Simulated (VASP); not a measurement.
# CaSe (Fm-3m) in VASP: further runs, part 2 of 2

VASP 6.6.1.

## 4. Optical spectrum, PBE

Contents of INCAR:

```
SYSTEM = CaSe
PREC = Accurate
ENCUT = 520
EDIFF = 1E-6
ISMEAR = 0
SIGMA = 0.03
LREAL = .False.
LASPH = .True.
NELM = 80
ALGO = Normal
ISIF = 2
LWAVE = .False.
LCHARG = .False.
GGA = PE
LOPTICS = .True.
NBANDS = 56
NEDOS = 1000
CSHIFT = 0.1
```

Contents of KPOINTS:

```
regular mesh
0
Gamma
  8 8 8
  0 0 0
```

Contents of POSCAR:

```
CaSe                                    
1.0
    0.0000000000      2.9384610340      2.9384610340
    2.9384610340      0.0000000000      2.9384610340
    2.9384610340      2.9384610340      0.0000000000
  Ca              Se            
     1     1
Direct
     0.0000000000000000    0.0000000000000000    0.0000000000000000
     0.5000000000000000    0.5000000000000000    0.5000000000000000
```

Potentials or basis: VASP PAW PBE potentials, release 64 (Ca_sv, Se).

On the command line:

```
cat potpaw_PBE.64/Ca_sv/POTCAR potpaw_PBE.64/Se/POTCAR > POTCAR
mpirun -np 1 vasp_std > vasp.out
```

OUTCAR:

```text
SYSTEM = CaSe
   PREC = Accurate
   ENCUT = 520
   EDIFF = 1E-6
   ISMEAR = 0
   LREAL = .False.
   LASPH = .True.
   NELM = 80
   ISIF = 2
   GGA = PE

 ion  position               nearest neighbor table
   1  0.000  0.000  0.000-   2 2.94   2 2.94   2 2.94   2 2.94   2 2.94   2 2.94
   2  0.500  0.500  0.500-   1 2.94   1 2.94   1 2.94   1 2.94   1 2.94   1 2.94

  LATTYP: Found a face centered cubic cell.
 ALAT       =     5.8769220680

  Lattice vectors:

 A1 = (   0.0000000000,   2.9384610340,   2.9384610340)
 A2 = (   2.9384610340,   0.0000000000,   2.9384610340)
 A3 = (   2.9384610340,   2.9384610340,   0.0000000000)

Analysis of symmetry for initial positions (statically):
=====================================================================
 Subroutine PRICEL returns:
 Original cell was already a primitive cell.

 Routine SETGRP: Setting up the symmetry group for a
 face centered cubic supercell.

 Subroutine GETGRP returns: Found 48 space group operations
 (whereof 48 operations were pure point group operations)
 out of a pool of 48 trial point group operations.

The static configuration has the point symmetry O_h .

[... 745 lines left out ...]
      0.00000      0.00000      0.00000         0.000000     -0.000000      0.000000
      2.93846      2.93846      2.93846        -0.000000      0.000000     -0.000000
 -----------------------------------------------------------------------------------
    total drift:                                0.000000     -0.000000     -0.000000

  FREE ENERGIE OF THE ION-ELECTRON SYSTEM (eV)
  ---------------------------------------------------
  free  energy   TOTEN  =        -9.4693605932 eV

  energy  without entropy=       -9.4693605932  energy(sigma->0) =       -9.46936059

 electrical conductivity sigma (Mega S m-1) (frequency dependency in vasprun.xml)
  --------------------------------------------------------------------------------------
       0.000       0.000       0.000
       0.000       0.000       0.000
       0.000      -0.000       0.000

  frequency dependent IMAGINARY DIELECTRIC FUNCTION (independent particle, no local field effects) density-density
     E(ev)      X         Y         Z        XY        YZ        ZX
  --------------------------------------------------------------------------------------------------------------
     0.00000    -0.00000    -0.00000    -0.00000     0.00000     0.00000     0.00000
     1.07175     0.00000     0.00000     0.00000    -0.00000     0.00000     0.00000
     2.14351     0.00000     0.00000     0.00000    -0.00000     0.00000     0.00000
     3.21526     0.05247     0.05247     0.05247    -0.00000     0.00000     0.00000
     4.28702     4.84976     4.84976     4.84976    -0.00000     0.00000     0.00000
     5.35877     3.02656     3.02656     3.02656     0.00000     0.00000    -0.00000
[... 92 lines left out ...]
   105.03188     0.00000     0.00000     0.00000    -0.00000     0.00000     0.00000
   106.10363     0.00000     0.00000     0.00000    -0.00000     0.00000     0.00000

  frequency dependent      REAL DIELECTRIC FUNCTION (independent particle, no local field effects) density-density
     E(ev)        X           Y           Z          XY          YZ          ZX
  --------------------------------------------------------------------------------------------------------------
     0.00000     6.20100     6.20100     6.20100    -0.00000    -0.00000    -0.00000
     1.07175     6.44534     6.44534     6.44534    -0.00000    -0.00000    -0.00000
     2.14351     7.47110     7.47110     7.47110     0.00000    -0.00000    -0.00000
     3.21526    10.41093    10.41093    10.41093     0.00000    -0.00000    -0.00000
     4.28702     7.05500     7.05500     7.05500     0.00000     0.00000    -0.00000
     5.35877     2.44944     2.44944     2.44944    -0.00000    -0.00000    -0.00000
[... 92 lines left out ...]
   105.03188     0.96551     0.96551     0.96551     0.00000     0.00000     0.00000
   106.10363     0.96625     0.96625     0.96625     0.00000     0.00000     0.00000

  frequency dependent IMAGINARY DIELECTRIC FUNCTION (independent particle, no local field effects) current-current
     E(ev)      X         Y         Z        XY        YZ        ZX
  --------------------------------------------------------------------------------------------------------------
     0.00000     0.00000     0.00000     0.00000     0.00000     0.00000    -0.00000
     1.07175    -0.00000    -0.00000    -0.00000     0.00000     0.00000     0.00000
     2.14351    -0.00000    -0.00000    -0.00000     0.00000     0.00000     0.00000
     3.21526     0.05578     0.05578     0.05578    -0.00000    -0.00000     0.00000
     4.28702     4.82811     4.82811     4.82811     0.00000    -0.00000    -0.00000
     5.35877     2.99143     2.99143     2.99143     0.00000    -0.00000     0.00000
[... 92 lines left out ...]
   105.03188    -0.00000    -0.00000    -0.00000     0.00000     0.00000     0.00000
   106.10363    -0.00000    -0.00000    -0.00000     0.00000     0.00000     0.00000

  frequency dependent      REAL DIELECTRIC FUNCTION (independent particle, no local field effects) current-current
     E(ev)        X           Y           Z          XY          YZ          ZX
  --------------------------------------------------------------------------------------------------------------
     0.00000     6.19909     6.19909     6.19909     0.00000     0.00000    -0.00000
     1.07175     6.44040     6.44040     6.44040     0.00000     0.00000    -0.00000
     2.14351     7.46147     7.46147     7.46147     0.00000     0.00000    -0.00000
     3.21526    10.27075    10.27075    10.27075     0.00000     0.00000     0.00000
     4.28702     6.72993     6.72993     6.72993    -0.00000    -0.00000    -0.00000
     5.35877     2.21148     2.21148     2.21148     0.00000     0.00000    -0.00000
[... 92 lines left out ...]
   105.03188     0.96551     0.96551     0.96551    -0.00000    -0.00000     0.00000
   106.10363     0.96625     0.96625     0.96625    -0.00000    -0.00000     0.00000
```

Wall time 24 s (1 thread of Intel Xeon Platinum 8559C (Emerald Rapids), shared host); peak memory 0.23 GiB.

Results:

| Item | Value |
| --- | --- |
| Free energy | -9.4694 eV |
| Pressure | 2.3 GPa |
| Band gap on the k mesh | 1.98 eV, indirect (least direct gap 2.93 eV) |

Dielectric function (mean over the directions given):
| energy (eV) | real part | imaginary part |
| --- | --- | --- |
| 0.32 | 6.22 | 0.00 |
| 0.75 | 6.32 | 0.00 |
| 1.29 | 6.56 | 0.00 |
| 1.82 | 7.02 | 0.00 |
| 2.25 | 7.67 | 0.00 |
| 2.79 | 9.58 | 0.00 |
| 3.32 | 11.12 | 3.58 |
| 3.75 | 8.68 | 3.09 |
| 4.29 | 7.05 | 4.85 |
| 4.82 | 6.80 | 3.26 |
| 5.25 | 1.63 | 8.72 |
| 5.79 | 2.41 | 11.93 |
| 6.32 | 0.44 | 4.34 |
| 6.86 | 0.30 | 5.75 |
| 7.29 | -0.56 | 6.44 |
| 7.82 | -3.06 | 4.41 |
| 8.36 | -1.67 | 3.45 |
| 8.79 | -2.45 | 3.12 |
| 9.32 | -0.80 | 4.52 |
| 9.86 | -0.47 | 0.88 |
| 10.29 | -0.43 | 1.69 |
| 10.82 | 0.01 | 1.65 |
| 11.36 | -0.43 | 3.00 |
| 11.79 | -1.08 | 2.31 |
| 12.33 | -0.92 | 0.60 |
| 12.86 | -0.46 | 1.39 |
| 13.40 | -0.30 | 1.01 |
| 13.83 | 0.07 | 0.27 |
| 14.36 | -0.19 | 0.13 |
| 14.90 | 0.07 | 0.49 |
| 15.33 | 0.36 | 0.62 |
| 15.86 | 0.13 | 0.45 |
| 16.40 | 0.35 | 0.30 |
| 16.83 | 0.42 | 0.71 |
| 17.36 | 0.15 | 0.24 |
| 17.90 | 0.49 | 0.22 |
| 18.33 | 0.41 | 0.32 |
| 18.86 | 0.53 | 0.31 |
| 19.40 | 0.63 | 0.18 |
| 19.93 | 0.66 | 0.12 |

Caveat: spectra need much finer meshes, so this one isn't converged; independent-particle spectra lack excitons.

## 5. How close it comes

Step 4. Measured gap of CaSe: 3.85 eV (indirect; 2 K; a printed reference work, monograph, original work of 1988). This calculation gives 1.98 eV (-1.87 eV). Spin-orbit coupling on Se is left out. The value is that of PBE on a finite k mesh, which can miss the band edges, without temperature or zero-point motion. Semilocal functionals fall short of measured gaps as a rule.
